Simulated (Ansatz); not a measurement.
TaGe: relaxation (Ansatz)

Input:

```yaml
crystal:
  lattice:
    - [0.0, 3.375065, 0.0]
    - [3.375065, 0.0, 0.0]
    - [1.687532, 1.687532, -5.77207]
  atoms:
    - { symbol: Ta, position: [0.0, 0.0, 0.0] }
    - { symbol: Ta, position: [0.75, 0.25, 0.5] }
    - { symbol: Ge, position: [0.5, 0.5, 0.0] }
    - { symbol: Ge, position: [0.25, 0.75, 0.5] }
  symmetry: { tolerance: 0.0003 }
kpoints:
  mp_grid: { grid: [6, 6, 6], shift: [0, 0, 0] }
magnetization:
  noncollinear: true
  spin_orbit: true
scf:
  occupations: { method: fermi_dirac, width: 0.0693 }
  lower_state_search: "off"
hamiltonian:
  pseudopotentials: { kind: paw_fr }
  xc: r2scan
basis:
  ecutwfc: 500
  fft_grid_basis: typed
relax:
  max_steps: 80
  cell: { p_target: 0.0 }
  f_tol: 0.03
output:
  forces: true
  stress: true
  eigenvalues: true
  bader: true
  populations: true
  elf: true
  write_potential: true
  volumetric_format: npy
  dos:
    e_range: [-12, 8]
    de: 0.05
    projected: { site_lists: { Ge: [Ge], Ta: [Ta] } }
    method: { smearing: { sigma: 0.1, scheme: gaussian } }
checkpoint:
  read: saved_state
```

Launch command:

```bash
ansatz run input.yaml --threads 2 --pin off --max-ram 3584MiB --backend cpu --events-out ev --progress --plain --runs-dir out
```

Origin of the cell: a known structure type with other elements, at an estimated volume, so it need not be a known compound.

The saved state is a converged single point of the same cell.

Steps («new basis» is an SCF on plane waves selected anew at the same cell):

| step | ΔF (meV/atom) | max force component (eV/Å) | P (GPa) | volume (Å³) | SCF iterations | step was |
| --- | --- | --- | --- | --- | --- | --- |
| 1 | 0.0 | 0.000 | 31.02 | 65.75 | 6 | accepted |
| 2 | -294.6 | 0.000 | 5.15 | 71.64 | 9 | accepted |
| 3 | -358.4 | 0.000 | 3.13 | 70.21 | 8 | accepted |
| 4 | -418.9 | 0.000 | 1.36 | 68.85 | 9 | accepted |
| 5 | -493.8 | 0.000 | -0.45 | 67.71 | 9 | accepted |
| 6 | -548.0 | 0.000 | 1.88 | 65.70 | 9 | accepted |
| 7 | -557.2 | 0.000 | 4.16 | 64.46 | 9 | accepted |
| 8 | -565.5 | 0.000 | 0.11 | 65.95 | 7 | accepted |
| 9 | -565.5 | 0.000 | -0.01 | 66.00 | 4 | accepted |
| 10 | -566.7 | 0.000 | 0.02 | 66.00 | 8 | new basis |

Step 1, with forces in eV/Å:

```xyz
4
Lattice="0.000 3.375 0.000 3.375 0.000 0.000 1.688 1.688 -5.772" Properties=species:S:1:pos:R:3:forces:R:3 pbc="T T T" step=1
Ta    0.000    0.000    0.000    0.000    0.000    0.000
Ta    1.688    3.375   -2.886    0.000    0.000    0.000
Ge    1.688    1.688    0.000    0.000    0.000    0.000
Ge    3.375    1.688   -2.886    0.000    0.000    0.000
```

Step 2, with forces in eV/Å:

```xyz
4
Lattice="0.000 3.540 0.000 3.540 0.000 0.000 1.770 1.770 -5.717" Properties=species:S:1:pos:R:3:forces:R:3 pbc="T T T" step=2
Ta    0.000    0.000    0.000    0.000    0.000    0.000
Ta    1.770    3.540   -2.859    0.000    0.000    0.000
Ge    1.770    1.770    0.000    0.000    0.000    0.000
Ge    3.540    1.770   -2.859    0.000    0.000    0.000
```

Step 3, with forces in eV/Å:

```xyz
4
Lattice="0.000 3.592 0.000 3.592 0.000 0.000 1.796 1.796 -5.441" Properties=species:S:1:pos:R:3:forces:R:3 pbc="T T T" step=3
Ta    0.000    0.000    0.000    0.000    0.000    0.000
Ta    1.796    3.592   -2.720    0.000    0.000    0.000
Ge    1.796    1.796    0.000    0.000    0.000    0.000
Ge    3.592    1.796   -2.720    0.000    0.000    0.000
```

Step 4, with forces in eV/Å:

```xyz
4
Lattice="0.000 3.654 0.000 3.654 0.000 0.000 1.827 1.827 -5.157" Properties=species:S:1:pos:R:3:forces:R:3 pbc="T T T" step=4
Ta    0.000    0.000    0.000    0.000    0.000    0.000
Ta    1.827    3.654   -2.579    0.000    0.000    0.000
Ge    1.827    1.827    0.000    0.000    0.000    0.000
Ge    3.654    1.827   -2.579    0.000    0.000    0.000
```

Step 5, with forces in eV/Å:

```xyz
4
Lattice="0.000 3.727 0.000 3.727 0.000 0.000 1.863 1.863 -4.876" Properties=species:S:1:pos:R:3:forces:R:3 pbc="T T T" step=5
Ta    0.000    0.000    0.000    0.000    0.000    0.000
Ta    1.863    3.727   -2.438    0.000    0.000    0.000
Ge    1.863    1.863    0.000    0.000    0.000    0.000
Ge    3.727    1.863   -2.438    0.000    0.000    0.000
```

Step 6, with forces in eV/Å:

```xyz
4
Lattice="0.000 3.782 0.000 3.782 0.000 0.000 1.891 1.891 -4.594" Properties=species:S:1:pos:R:3:forces:R:3 pbc="T T T" step=6
Ta    0.000    0.000    0.000    0.000    0.000    0.000
Ta    1.891    3.782   -2.297    0.000    0.000    0.000
Ge    1.891    1.891    0.000    0.000    0.000    0.000
Ge    3.782    1.891   -2.297    0.000    0.000    0.000
```

Step 7, with forces in eV/Å:

```xyz
4
Lattice="0.000 3.866 0.000 3.866 0.000 0.000 1.933 1.933 -4.313" Properties=species:S:1:pos:R:3:forces:R:3 pbc="T T T" step=7
Ta    0.000    0.000    0.000    0.000    0.000    0.000
Ta    1.933    3.866   -2.157    0.000    0.000    0.000
Ge    1.933    1.933    0.000    0.000    0.000    0.000
Ge    3.866    1.933   -2.157    0.000    0.000    0.000
```

Step 8, with forces in eV/Å:

```xyz
4
Lattice="0.000 3.861 0.000 3.861 0.000 0.000 1.930 1.930 -4.425" Properties=species:S:1:pos:R:3:forces:R:3 pbc="T T T" step=8
Ta    0.000    0.000    0.000    0.000    0.000    0.000
Ta    1.930    3.861   -2.212    0.000    0.000    0.000
Ge    1.930    1.930    0.000    0.000    0.000    0.000
Ge    3.861    1.930   -2.212    0.000    0.000    0.000
```

Step 10, with forces in eV/Å:

```xyz
4
Lattice="0.000 3.861 0.000 3.861 0.000 0.000 1.931 1.931 -4.427" Properties=species:S:1:pos:R:3:forces:R:3 pbc="T T T" step=10
Ta    0.000    0.000    0.000    0.000    0.000    0.000
Ta    1.931    3.861   -2.213    0.000    0.000    0.000
Ge    1.931    1.931    0.000    0.000    0.000    0.000
Ge    3.861    1.931   -2.213    0.000    0.000    0.000
```

```yaml
Free_energy_lowered_by: 566.7 meV/atom
Volume_change: 0.38 %
Final_pressure: 0.02 GPa
Relaxation_steps_listed: 10
Formation_energy_elements_under_the_same_functional_gases_as_molecules_uncorrected: 0.035 eV/atom
Gap_on_the_mesh: none (metal)
```

Caveats: no moments, though an odd count or open d shells may carry them; the k mesh is coarse if the cell is a metal; the relaxation held the start's symmetry, so the end may be a saddle point.

The run took 6.4 min on 2 threads of Intel(R) Xeon(R) Platinum 8375C CPU @ 2.90GHz (Ice Lake), on a shared host, peak memory 0.98 GiB, from a saved density.
